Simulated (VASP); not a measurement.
Wanted: the native input for a VASP 6.6.1 run.

| Quantity | Value |
| --- | --- |
| Task | single point |
| Functional | PBEsol |
| Potentials or basis | VASP PAW PBE potentials, release 64 (Mg, Te) |
| Cutoff | 520 eV |
| k mesh | 4 × 4 × 4 |
| Occupations | gaussian, width 0.05 eV |
| Spin | no spin polarisation |
| Dipole correction | no |
| Further INCAR settings | LREAL = Auto; ALGO = Fast; EDIFF = 1e-06; NBANDS = 44 |

The structure of Mg7Te8 (a cell with a defect) lies in POSCAR:

```
Mg7Te8
1.0
    0.0000000000      5.9058590461     -5.9058590461
    5.9058590461      5.9058590461      0.0000000000
    5.9058590461      0.0000000000     -5.9058590461
Mg Te
7 8
Direct
    0.0000000000      0.2500000404      0.0000000000
    0.5222323249     -0.0039448114     -0.0143426213
    0.4777676673      0.5039448921      0.0143426213
   -0.0143426213     -0.0039448114      0.5222323249
    0.0143426213      0.5039448921      0.4777676673
    0.4999999961     -0.0406658029      0.4999999961
    0.4999999961      0.5406658837      0.4999999961
    0.2307237591      0.7866293394      0.2307237591
    0.2307237591      0.2519232153      0.2307237591
    0.7661835416      0.7499999518      0.2338164506
    0.6895662372      0.2500000404      0.3104337550
    0.2338164506      0.7499999518      0.7661835416
    0.3104337550      0.2500000404      0.6895662372
    0.7692762331      0.7133707336      0.7692762331
    0.7692762331      0.2480768655      0.7692762331
```

One way to write it, as run:

INCAR

```
ALGO = Fast
EDIFF = 1E-6
ENCUT = 520
GGA = PS
ISIF = 2
ISMEAR = 0
LASPH = True
LCHARG = False
LREAL = Auto
LWAVE = False
NBANDS = 44
NELM = 100
PREC = Accurate
SIGMA = 0.05
```

KPOINTS

```
k-points
0
Gamma
  4 4 4
```

Potentials or basis: VASP PAW PBE potentials, release 64 (Mg, Te).

Launch:

```bash
$ cat potpaw_PBE.64/Mg/POTCAR potpaw_PBE.64/Te/POTCAR > POTCAR
$ mpirun -np 1 vasp_std > vasp.out
```

Results of the run:

| Quantity | Value |
| --- | --- |
| Pressure | -0.3 GPa |
| Largest force | 0.025 eV/Å |
| Band gap on the k mesh | none (metal or under the smearing width) |

Caveat: the PAW data sets were made with another functional, which shifts forces and pressure a little.

Run time: 4 min on 1 thread of Intel(R) Xeon(R) 6975P-C (Granite Rapids) (shared host), peak memory 0.65 GiB.
